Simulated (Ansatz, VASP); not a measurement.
# One calculation of Mg, two programs

File INCAR:

```
SYSTEM = Mg
ALGO     = Fast           ! electronic algorithm
DIPOL    = 0.5 0.5 0.381
EDIFF    = 1E-7           ! SCF threshold, eV
ENCUT    = 520            ! plane-wave cutoff, eV
IDIPOL   = 3            
ISIF     = 2              ! what is computed and relaxed
ISMEAR   = 1              ! smearing method
LASPH    = .TRUE.         ! aspherical terms in the spheres
LCHARG   = .FALSE.        ! write CHGCAR
LDIPOL   = .TRUE.       
LREAL    = .FALSE.        ! projectors in reciprocal space
LWAVE    = .FALSE.        ! write WAVECAR
NBANDS   = 10             ! bands
NELM     = 100            ! most SCF steps
PREC     = Accurate       ! precision mode
SIGMA    = 0.1            ! smearing width, eV
```

Contents of KPOINTS:

```
k-points
0
G
  12 12 1
  0 0 0
```

File POSCAR:

```
Mg
1.0
    3.1199601720      0.0000000000      0.0000000000
   -1.5599800860      2.7019647678      0.0000000000
    0.0000000000      0.0000000000     24.9032811654
Mg
3
Direct
    0.6666666667      0.3333333333      0.2810874581
    0.3333333333      0.6666666667      0.3809727685
    0.6666666667      0.3333333333      0.4796677288
```

Input for Ansatz:

```yaml
crystal:
  lattice:
    - [3.119960172, 0.0, 0.0]
    - [-1.559980086, 2.7019647678, 0.0]
    - [0.0, 0.0, 24.9032811654]
  atoms:
    - { symbol: Mg, position: [0.6666666667, 0.3333333333, 0.2810874581] }
    - { symbol: Mg, position: [0.3333333333, 0.6666666667, 0.3809727685] }
    - { symbol: Mg, position: [0.6666666667, 0.3333333333, 0.4796677288] }
basis:
  ecutwfc: 420
kpoints:
  mp_grid: { grid: [12, 12, 1] }
hamiltonian:
  xc: lda
scf:
  occupations: { method: methfessel_paxton, width: 0.1 }
  n_extra_bands: 7
  max_iter: 160
output:
  forces: true
  eigenvalues: true
  write_density: true
  write_potential: true
  elf: true
  volumetric_format: npy
efield:
  axis: 3
  dipole_correction: true
```

Alike in both runs: task single point; functional LDA; k mesh 12 × 12 × 1; occupations methfessel-paxton of order 1, width 0.1 eV; no spin polarisation.

|  | VASP | Ansatz |
| --- | --- | --- |
| version | VASP 6.6.1 | Ansatz 0.2.0 |
| potentials or method | VASP PAW LDA potentials, release 64 (Mg) | scalar-relativistic, plane waves, PAW |
| plane-wave cutoff (eV) | 520 | 420 |
| valence electrons in the cell | 6 | 30 |

|  | VASP | Ansatz | Ansatz less VASP |
| --- | --- | --- | --- |
| gap on the k mesh at the Fermi level (eV) | none | none | - |
| rms of the force components (eV/Å) | 0.057 | 0.064 | +0.0070 |

Atom by atom the forces differ by 0.007 eV/Å (rms over components). A gap of «none» marks a metal or a gap that the smearing closes. The two sets of potentials don't hold the same shells in valence. Ansatz warned: «xc_potential_rough_in_thin_density».
